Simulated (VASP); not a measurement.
Set up this calculation in VASP 6.6.1, as the native input.

```yaml
Task: relaxation of the atoms
Functional: PBE
Potentials_or_basis: VASP PAW PBE potentials, release 64 (In, As)
Cutoff: 300 eV
k_mesh: 5 × 5 × 5
Occupations: gaussian, width 0.03 eV
Spin: no spin polarisation
Further_INCAR_settings: ALGO = Normal; EDIFF = 1e-07; IBRION = 2; EDIFFG = -0.01; NSW = 40
```

The structure of InAs lies in POSCAR:

```
InAs                                    
1.0
    0.0000000000      3.0874281526      3.0874281526
    3.0874281526      0.0000000000      3.0874281526
    3.0874281526      3.0874281526      0.0000000000
  In              As            
     1     1
Direct
     0.0000000000000000    0.0000000000000000    0.0000000000000000
     0.2500000000000000    0.2500000000000000    0.2500000000000000
```

The cell isn't the ideal one: a relaxed cell with its volume scaled by 0.98.

The input as run:

INCAR

```
ALGO     = Normal         # electronic algorithm
EDIFF    = 1E-7           # SCF threshold, eV
EDIFFG   = -0.01          # ionic threshold
ENCUT    = 300            # plane-wave cutoff, eV
GGA      = PE             # functional
IBRION   = 2              # ionic algorithm
ISIF     = 2              # what is computed and relaxed
ISMEAR   = 0              # smearing method
LASPH    = T              # aspherical terms in the spheres
LCHARG   = F              # write CHGCAR
LREAL    = F              # projectors in reciprocal space
LWAVE    = F              # write WAVECAR
NELM     = 80             # most SCF steps
NSW      = 40             # ionic steps
PREC     = Accurate       # precision mode
SIGMA    = 0.03           # smearing width, eV
```

KPOINTS

```
k-points
0
Gamma
  5 5 5
```

Potentials or basis: VASP PAW PBE potentials, release 64 (In, As).

Command:

```bash
$ cat potpaw_PBE.64/In/POTCAR potpaw_PBE.64/As/POTCAR > POTCAR
$ mpirun -np 1 vasp_std > vasp.out
```

It gave:

- Pressure after relaxing: 1.1 GPa
- Band gap on the k mesh: none (metal or under the smearing width)

Caveat: the relaxation stopped at its first step, so nothing moved.

It took 8.7 s on 1 thread of Intel(R) Xeon(R) Platinum 8259CL CPU @ 2.50GHz (Skylake/Cascade Lake), on a shared host, peak memory 0.15 GiB.
